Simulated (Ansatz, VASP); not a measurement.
One calculation of Zr, two programs

INCAR

```
SYSTEM = Zr
PREC = Accurate ; ENCUT = 520
EDIFF = 1E-6 ; ISMEAR = -1
SIGMA = 0.1 ; LREAL = .FALSE.
LASPH = .TRUE. ; NELM = 80
ALGO = Normal ; ISIF = 2
LWAVE = .FALSE. ; LCHARG = .FALSE.
GGA = PS ; NBANDS = 19
```

File KPOINTS:

```
regular mesh
0
G
  10 10 10
  0 0 0
```

File POSCAR:

```
Zr
1.0
    0.0000000000      3.1523051106      3.1523051106
    3.1523051106      0.0000000000      3.1523051106
    3.1523051106      3.1523051106      0.0000000000
Zr
2
Direct
    0.1250000000      0.1250000000      0.1250000000
    0.8750000000      0.8750000000      0.8750000000
```

Input for Ansatz:

```yaml
crystal:
  lattice:
    - [0.0, 3.1523051106, 3.1523051106]
    - [3.1523051106, 0.0, 3.1523051106]
    - [3.1523051106, 3.1523051106, 0.0]
  atoms:
    - { symbol: Zr, position: [0.125, 0.125, 0.125] }
    - { symbol: Zr, position: [0.875, 0.875, 0.875] }
hamiltonian:
  xc: pbesol
  pseudopotentials:
    kind: paw
    azcp:
      Zr: "pseudopotentials/Zr.paw.azcp"
basis:
  ecutwfc: 420
  fft_grid_basis: typed
kpoints:
  mp_grid: { grid: [10, 10, 10], shift: [0, 0, 0] }
magnetization:
  spin_polarized: false
scf:
  occupations: { method: fermi_dirac, width: 0.1 }
  lower_state_search: "off"
output:
  stress: true
```

Alike in both runs: task single point; functional PBEsol; k mesh 10 × 10 × 10; occupations fermi-dirac, width 0.1 eV; no spin polarisation.

```csv
,VASP,Ansatz
version,VASP 6.6.1,Ansatz 0.2.0
potentials or method,"VASP PAW PBE potentials, release 64 (Zr_sv)","plane waves (420 eV) with PAW, scalar-relativistic"
plane-wave cutoff (eV),520,420
valence electrons in the cell,24,24
```

```csv
,VASP,Ansatz,Ansatz less VASP
pressure (GPa),-2.5,-2.6,-0.09
```

The functional is the same, so the differences come from potentials, cutoffs and numerics. Ansatz warned: «pseudo_functional_mismatch».

Caveats: the PAW data sets were made with another functional, which shifts forces and pressure a little (VASP).
